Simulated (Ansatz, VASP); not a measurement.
**One calculation of Si, two programs**

The input POSCAR:

```
Si
1.0
    2.6205428149      0.0000000000      0.0000000000
   -1.3102714075      2.2694566494      0.0000000000
    0.0000000000      0.0000000000      2.4663543900
Si
1
Direct
    0.0000000000      0.0000000000      0.0000000000
```

INCAR.step1

```
SYSTEM = Si
PREC = Accurate
ENCUT = 520
EDIFF = 1E-5
ISMEAR = -1
SIGMA = 0.05
LREAL = .False.
LASPH = .True.
NELM = 60
ALGO = Normal
ISIF = 2
LWAVE = .True.
LCHARG = .False.
GGA = PE
```

INCAR.step2

```
SYSTEM = Si
PREC = Accurate
ENCUT = 520
EDIFF = 1E-6
ISMEAR = -1
SIGMA = 0.05
LREAL = .False.
LASPH = .True.
NELM = 60
ALGO = Normal
ISIF = 2
LWAVE = .False.
LCHARG = .False.
GGA = PS
LHFCALC = .True.
HFSCREEN = 0.2
PRECFOCK = Fast
ISTART = 1
```

The input KPOINTS:

```
Automatic mesh
0
Gamma
  6 6 6
  0 0 0
```

KPOINTS_OPT

```
path GMKGALHA,LM,KH
8
line-mode
reciprocal
 0.0000000000  0.0000000000  0.0000000000  G
 0.5000000000  0.0000000000  0.0000000000  M

 0.5000000000  0.0000000000  0.0000000000  M
 0.3333333333  0.3333333333  0.0000000000  K

 0.3333333333  0.3333333333  0.0000000000  K
 0.0000000000  0.0000000000  0.0000000000  G

 0.0000000000  0.0000000000  0.0000000000  G
 0.0000000000  0.0000000000  0.5000000000  A

 0.0000000000  0.0000000000  0.5000000000  A
 0.5000000000  0.0000000000  0.5000000000  L

 0.5000000000  0.0000000000  0.5000000000  L
 0.3333333333  0.3333333333  0.5000000000  H

 0.3333333333  0.3333333333  0.5000000000  H
 0.0000000000  0.0000000000  0.5000000000  A

 0.5000000000  0.0000000000  0.5000000000  L
 0.5000000000  0.0000000000  0.0000000000  M

 0.3333333333  0.3333333333  0.0000000000  K
 0.3333333333  0.3333333333  0.5000000000  H
```

File input.yaml:

```yaml
crystal:
  lattice:
    - [2.6205428149, 0.0, 0.0]
    - [-1.3102714075, 2.2694566494, 0.0]
    - [0.0, 0.0, 2.46635439]
  atoms:
    - { symbol: Si, position: [0.0, 0.0, 0.0] }
hamiltonian:
  xc:
    exchange: hjs_pbesol
    correlation: pbesol
    exx: { coeff: 0.25, omega: 0.207 }
  pseudopotentials: { kind: paw }
kpoints:
  mp_grid: { grid: [6, 6, 6] }
  band_path:
    path:
      - [[0.0, 0.0, 0.0], [0.5, 0.0, 0.0], [0.3333333333, 0.3333333333, 0.0], [0.0, 0.0, 0.0], [0.0, 0.0, 0.5], [0.5, 0.0, 0.5], [0.3333333333, 0.3333333333, 0.5], [0.0, 0.0, 0.5]]
      - [[0.5, 0.0, 0.5], [0.5, 0.0, 0.0]]
      - [[0.3333333333, 0.3333333333, 0.0], [0.3333333333, 0.3333333333, 0.5]]
    npoints: 4
scf:
  occupations: { method: fermi_dirac, width: 0.05 }
  n_extra_bands: 6
output:
  forces: true
  stress: true
  eigenvalues: true
  fatbands: false
```

This isn't the form of Si at room conditions, which is diamond.

Alike in both runs: task band structure; functional HSEsol; k mesh 6 × 6 × 6; occupations fermi-dirac, width 0.05 eV; no spin polarisation.

```csv
,VASP,Ansatz
version,VASP 6.6.1,Ansatz 0.2.0
potentials or method,"VASP PAW PBE potentials, release 64 (Si)",Ansatz PAW
plane-wave cutoff (eV),520,420
valence electrons in the cell,4,4
```

|  | VASP | Ansatz | Ansatz less VASP |
| --- | --- | --- | --- |
| gap on the k mesh at the Fermi level (eV) | none | none | - |
| pressure (GPa) | 0.8 | 1.0 | +0.11 |
| largest component of the traceless stress (GPa) | 4.14 | 4.03 | -0.115 |

A gap of «none» marks a metal or a gap that the smearing closes. The functional is the same, so the differences come from potentials, cutoffs and numerics.

Caveats: the k mesh is coarse (spacing up to 0.46 Å⁻¹), so the values aren't converged, least of all with exact exchange; the PAW data sets were made with another functional, which shifts forces and pressure a little (VASP); the PAW data sets come from PBE, with cores solved anew for the run's functional, which leaves a small shift of forces and pressure (Ansatz); the thresholds are loose for stress (Ansatz).
